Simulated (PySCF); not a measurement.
## Orbital energies and ionisation energy

Diethylzinc, C4H10Zn (singlet state).
Geometry (PBE0-D3(BJ)/def2-SVP, Å), atoms numbered from 1 in this order:
```xyz
15
C4H10Zn angstrom
C     -2.9378   -0.2970   -0.0690
C     -1.8292    0.6772   -0.4626
Zn    -0.0011   -0.0255   -0.3630
C      1.8293   -0.7210   -0.2501
C      2.9339    0.3320   -0.1814
H     -2.8259   -0.6585    0.9667
H     -2.9541   -1.1905   -0.7147
H     -3.9412    0.1595   -0.1369
H     -1.8776    1.5815    0.1713
H     -1.9945    1.0406   -1.4936
H      1.9953   -1.3861   -1.1175
H      1.8836   -1.3837    0.6330
H      3.9388   -0.1191   -0.1007
H      2.9488    0.9763   -1.0760
H      2.8183    1.0011    0.6872
```

Level: CAM-B3LYP/def2-SVPD (PySCF). Frontier orbitals with their largest atomic shares (Löwdin; up to four atoms above 4 %):

```tsv
orbital	ε (eV)	main atoms
HOMO−3	-10.78	C2 14 %, C4 14 %, C1 13 %, C5 13 %
HOMO−2	-10.66	C4 15 %, C2 15 %, C5 12 %, C1 12 %
HOMO−1	-9.54	Zn3 20 %, C4 20 %, C2 20 %, C5 8 %
HOMO	-7.83	?
LUMO	0.59	Zn3 61 %, C2 6 %, C4 6 %, C1 5 %
LUMO+1	0.75	Zn3 68 %, C2 8 %, C4 8 %
LUMO+2	0.91	Zn3 43 %, C4 9 %, C2 9 %, C5 7 %
```

Q: What vertical ionisation energy does ΔSCF give, and how far is −ε(HOMO) from it?

A: ΔSCF: 8.58 eV (828 kJ/mol; threshold wavelength 145 nm); ⟨S²⟩ of the doublet left behind is 0.774, against 0.75 for a pure doublet. −ε(HOMO) is 7.83 eV, 0.75 eV below it. For the exact functional −ε(HOMO) would equal the first vertical ionisation energy; CAM-B3LYP (range-separated hybrid) falls short of its own ΔSCF value by 9 %. Holes in the HOMO−1 and HOMO−2 were tried too where these lie within 1.2 eV of the HOMO; the lowest converged state counts.

Q: On which atoms does the HOMO lie?

A: C2 (chain CH2 carbon) 26 %, C4 (chain CH2 carbon) 26 %, Zn3 (zinc bonded to 2 C) 15 %, C1 (methyl carbon) 6 %, so no atom holds as much as 40 %. The HOMO−1 lies 1.71 eV lower.

Q: With α = 76.3 au, estimate the like-pair dispersion coefficient by London's formula C6 = (3/4)α²I.

A: I = 0.3153 Eh, so C6 ≈ 1380 au; the Casimir–Polder integral at the same level gives 2170 au, 1.57 times as much.

Q: What total energies stand behind the ΔSCF value?

A: E(N) = -1937.47878 Eh and E(N − 1) = -1937.16347 Eh at the same geometry, 0.31531 Eh apart.

Q: How many of the 10 lowest singlet excitations (vertical TDDFT, same level) lie below the ionisation energy?

A: All 10; they run from 5.19 to 8.20 eV.

Isolated species at its PBE0-D3(BJ)/def2-SVP geometry, gas phase.
